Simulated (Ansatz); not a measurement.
# Sb (Pm-3m) in Ansatz: reference runs

Reference runs on Sb: the cell as given and a disturbed copy.

All numbers are computed with Ansatz 0.2.0; they aren't measurements. Logs are shortened: lines on timing, memory, paths and dates and some standing lists are left out, and cuts for length are marked.

## 1. Starting point

It takes space group Pm-3m (No. 221, cubic). Conventional cell: a = 3.160 Å, b = 3.160 Å, c = 3.160 Å, α = 90.00°, β = 90.00°, γ = 90.00°. Sb (site symmetry m-3m) has 6 Sb at 3.16 Å as nearest neighbours.

This isn't the form of Sb at room conditions, which is rhombohedral.

## 2. Single point, PBEsol

Input file input.yaml:

```yaml
crystal:
  lattice:
    - [3.16, 0.0, 0.0]
    - [0.0, 3.16, 0.0]
    - [0.0, 0.0, 3.16]
  atoms:
    - { symbol: Sb, position: [0.0, 0.0, 0.0] }
kpoints:
  mp_grid: { grid: [8, 8, 8] }
scf:
  occupations: { method: fermi_dirac, width: 0.05 }
hamiltonian:
  xc: pbesol
  pseudopotentials: { kind: all_electron, lapw: { basis_error: 0.001 } }
output:
  forces: true
  stress: true
  eigenvalues: true
  populations: true
```

Potentials or basis: all-electron LAPW, scalar-relativistic.

The run is started by

```bash
$ ansatz run input.yaml --threads 1 --pin off --max-ram 3072MiB --backend cpu --events-out ev --progress --plain --runs-dir out
```

The program printed:

```text
Warning: RAYON_NUM_THREADS=1 ignored (pool sized by the plan → 1); use --threads N
Sb: projections on atomic orbitals take those of the free atom 1s2 2s2 2p6 3s2 3p6 3d10 4s2 4p6 4d10 5s2 5p3, of charge +0.00 (hamiltonian.pseudopotentials.projection_atoms)
LAPW: plane waves up to 6.955 Å⁻¹, error target 1.0e-3 eV per atom; small_component_spin mean_spin; Sb in spheres of 1.580 Å, 23 of its electrons in bands, Dirac shells [] (how accurate: hamiltonian.pseudopotentials.lapw.basis_error, Limitations)
Engine: ansatz 0.2.0, x86_64-unknown-linux-gnu
Pseudopotentials: kind: all_electron
Pseudopotential: Sb, LAPW, valence charge 23, lapw/all_electron/scalar/gaussian/Sb, Koelling and Harmon's equation, gaussian nucleus
Functional definition: PBEsol
  exchange = pbesol_x
  correlation = pbesol_c
Crystal: 1 atoms, lattice volume = 31.554 Å³
Basis set: ecut = 184.2907372124886 eV, 179 PW (Γ), exchange–correlation at level 2
Bands: 16, of which v1, the nominal top of the filled ones, is band 12 counted from 1 (11 counted from 0)
Symmetry: 48 space group operations
Space group: Pm-3m (ITA 221), of the structure as read, at distance tolerance 3.2e-5 Å
k-points: 35 of 512
Non-local potential: Sb, projectors of the file, none
Initial density: superposition of atomic densities (chi_scale 0.1, normalization cell)
Initial wavefunctions: plane waves of lowest kinetic energy (no species holds an atomic orbital)
Functional: x = pbesol(κ = 0.804, μ = 0.12345679012345678), c = pbesol(β = 0.046)
iter 1 solved again at ethr=5.54e-5 eV; its pass at ethr=1.00e-1 eV (dr2=1.27e-2 eV) is discarded
SCF iter   1: F=—  HF=-176291.732015 eV  |F-HF|=—  |Δ(HF+E_count)|=         —  Δρ=7.93e-3  dr2=1.28e-2  ethr=5.54e-5  ⟨swp⟩=3.4  Hψ=3954  notcnv=0
preconditioner: auto → LDOS  [insulator: Δε(μ)=0.204 eV  Ē_g=11.826 eV  σ=0.050 eV  W_gap=0.52  n_scr=6 (ndim 8)  ℏωp=14.8 eV  f_vac=0.024  D(μ)=0.99/eV (n_scr^D=6)  ε∞_Penn≈2.6  β→1.0]
iter 2 solved again at ethr=2.56e-6 eV; its pass at ethr=5.54e-5 eV (dr2=5.88e-4 eV) is discarded
SCF iter   2: F=—  HF=-176291.729786 eV  |F-HF|=—  |Δ(HF+E_count)|=   2.23e-3  Δρ=2.21e-3  dr2=5.89e-4  ethr=2.56e-6  ⟨swp⟩=2.0  Hψ=2676  notcnv=0
SCF iter   3: F=—  HF=-176291.729159 eV  |F-HF|=—  |Δ(HF+E_count)|=   6.26e-4  Δρ=5.64e-4  dr2=4.77e-5  ethr=2.56e-6  ⟨swp⟩=2.0  Hψ=1562  notcnv=0
SCF iter   4: F=—  HF=-176291.728213 eV  |F-HF|=—  |Δ(HF+E_count)|=   9.46e-4  Δρ=1.55e-4  dr2=5.24e-6  ethr=2.07e-7  ⟨swp⟩=2.0  Hψ=1562  notcnv=0
SCF iter   5: F=—  HF=-176291.728094 eV  |F-HF|=—  |Δ(HF+E_count)|=   1.19e-4  Δρ=3.36e-5  dr2=2.98e-7  ethr=2.28e-8  ⟨swp⟩=2.7  Hψ=1603  notcnv=0
SCF iter   6: F=—  HF=-176291.728089 eV  |F-HF|=—  |Δ(HF+E_count)|=   5.21e-6  Δρ=4.85e-6  dr2=9.23e-9  ethr=1.29e-9  ⟨swp⟩=2.7  Hψ=1596  notcnv=0
SCF iter   7: F=-176291.728089 eV  HF=-176291.728089 eV  |F-HF|=2.33e-10  |Δ(HF+E_count)|=   4.23e-8  Δρ=7.60e-7  dr2=3.07e-10  ethr=4.01e-11  ⟨swp⟩=2.9  Hψ=1611  notcnv=0
SCF 1 converged in 7 iterations: F = -176291.728089 eV  dr2 = 3.07e-10
SCF converged after 7 iterations
Free energy (F): -176291.728089 eV
Harris-Foulkes:  -176291.728089 eV  (|F-HF|=2.33e-10)
Internal energy: -176291.720815 eV  (E = F + TS)
E sigma→0 (E₀):  -176291.724452 eV
Entropy (-TS):   -0.007275 eV (-7.275 meV/atom)
Fermi energy:    11.447631 eV
--- Per-component energies (eV) ---
  E_band       = -920.056253
  E_kinetic    = 185773.455020
  E_xc         = -4565.573460
  E_electrostatic = -357499.602375  (all electrons and nuclei)
  E_smearing   = -0.007275  (= −TS)
  E_closure    = 0.000000  (closes the sum)
  E_atoms      = -176287.264445  (free atoms, spherical and without spin; not in F)
  Σ components = -176291.728089   (vs F -176291.728089, Δ=0.00e0)
  Basis errors (estimates in eV, not in F): energy 3.2e-4 per atom: plane waves 3.1e-4 (1.7e-4 summed), levels above the bands 4.0e-63, relativity 9.4e-9, radial functions 7.2e-6, core shells 2.2e-10; eigenvalues (radial functions only) 4.2e-6; not estimated: angular momenta, meshes, grids; target (lapw.basis_error) 1.0e-3; muffin-tin radii Sb 1.580 Å
--- Forces (eV/Å), atoms counted from 1 ---
  atom   1  Sb     0.00000000    -0.00000000    -0.00000000
  max |Σ_I F_I| component: 6.57e-32 eV/Å
--- Stress (GPa, compression-positive) ---
       -4.658625       0.000000       0.000000
        0.000000      -4.658625       0.000000
        0.000000       0.000000      -4.658625
  P = ⅓ Tr σ = -4.6586 GPa (-46.586 kbar)
--- Band table (eV; the first three rows and the last of 35) ---
  k-point 0: bands = ["-132.5105", "-85.5329", "-85.5329", "-85.5329", "-17.5350", "-17.5350", "-17.3888", "-17.3888", "-17.3888", "-0.4802", "14.6186", "14.6186", "14.6186", "18.5703", "18.5703", "19.3009"]
  k-point 1: bands = ["-132.5105", "-85.5332", "-85.5329", "-85.5329", "-17.5342", "-17.5158", "-17.3942", "-17.3942", "-17.3884", "-0.2679", "12.5367", "14.8229", "14.8229", "18.7555", "19.2131", "21.3179"]
  k-point 2: bands = ["-132.5105", "-85.5340", "-85.5329", "-85.5329", "-17.5323", "-17.4695", "-17.4072", "-17.4072", "-17.3874", "0.3439", "9.6570", "15.3818", "15.3818", "19.3031", "19.8193", "25.0355"]
  k-point 34: bands = ["-132.5103", "-85.5348", "-85.5348", "-85.5348", "-17.4656", "-17.4656", "-17.4656", "-17.3267", "-17.3267", "6.6212", "10.0055", "10.0055", "10.0055", "16.4469", "16.4469", "16.4469"]
--- Löwdin populations: 1 site ---
  site symbol       q [e]
     0     Sb     50.9681
  spilling = 0.000626 (of n_electrons = 51.000000)
```

It took 2 s on 1 thread of Intel Xeon 6975P-C (Granite Rapids), shared host; peak memory 0.27 GiB.

What came out:

- Free energy: -176291.7281 eV
- Pressure: -4.7 GPa
- Band gap on the k mesh: none (metal or under the smearing width)

Spin-orbit coupling is left out, which matters for the levels of Sb.

## 3. Single point, PBEsol (cell strained at random at fixed volume)

Changes to input.yaml since step 2:

```diff
@@ -2,7 +2,7 @@
   lattice:
-    - [3.16, 0.0, 0.0]
-    - [0.0, 3.16, 0.0]
-    - [0.0, 0.0, 3.16]
+    - [3.183066, -0.009157, -0.079267]
+    - [-0.009157, 3.137208, -0.056534]
+    - [-0.079267, -0.056534, 3.16292]
   atoms:
-    - { symbol: Sb, position: [0.0, 0.0, 0.0] }
+    - { symbol: Sb, position: [0.003503, 0.003065, -0.021741] }
 kpoints:
```

Potentials or basis: all-electron LAPW, scalar-relativistic.

The run is started by

```bash
$ ansatz run input.yaml --threads 1 --pin off --max-ram 3072MiB --backend cpu --events-out ev --progress --plain --runs-dir out
```

It took 11 s on 1 thread of Intel Xeon 6975P-C (Granite Rapids), shared host; peak memory 0.43 GiB.

It converged, with:

* Free energy: -176291.7258 eV
* Pressure: -4.7 GPa
* Band gap on the k mesh: none (metal or under the smearing width)

Stress tensor (GPa, compression positive):
```
-5.45 -0.13  0.52
-0.13 -3.73  0.08
 0.52  0.08 -5.00
```

Levels at points of the mesh, in eV from the Fermi level:
| k point | band 8 | band 9 | band 10 | band 11 | band 12 | band 13 | band 14 | band 15 |
| --- | --- | --- | --- | --- | --- | --- | --- | --- |
| (0.00, 0.00, 0.00) | -28.85 | -28.85 | -11.94 | 2.93 | 3.19 | 3.39 | 7.03 | 7.19 |
| (0.00, 0.00, -0.50) | -28.87 | -28.85 | -9.71 | -5.16 | 4.72 | 5.14 | 9.21 | 10.46 |
| (0.00, -0.50, 0.00) | -28.87 | -28.85 | -9.62 | -5.19 | 4.82 | 5.08 | 9.34 | 10.30 |
| (0.00, -0.50, -0.50) | -28.88 | -28.79 | -7.30 | -3.42 | -3.01 | 2.41 | 6.61 | 12.66 |
| (-0.50, 0.00, 0.00) | -28.87 | -28.85 | -9.79 | -5.15 | 4.81 | 5.15 | 9.28 | 10.53 |
| (-0.50, 0.00, -0.50) | -28.88 | -28.80 | -7.50 | -3.52 | -2.98 | 2.39 | 6.89 | 12.87 |
| (-0.50, -0.50, 0.00) | -28.88 | -28.79 | -7.37 | -3.34 | -3.14 | 2.38 | 6.69 | 12.79 |
| (-0.50, -0.50, -0.50) | -28.80 | -28.79 | -4.87 | -1.76 | -1.51 | -1.08 | 4.63 | 4.97 |
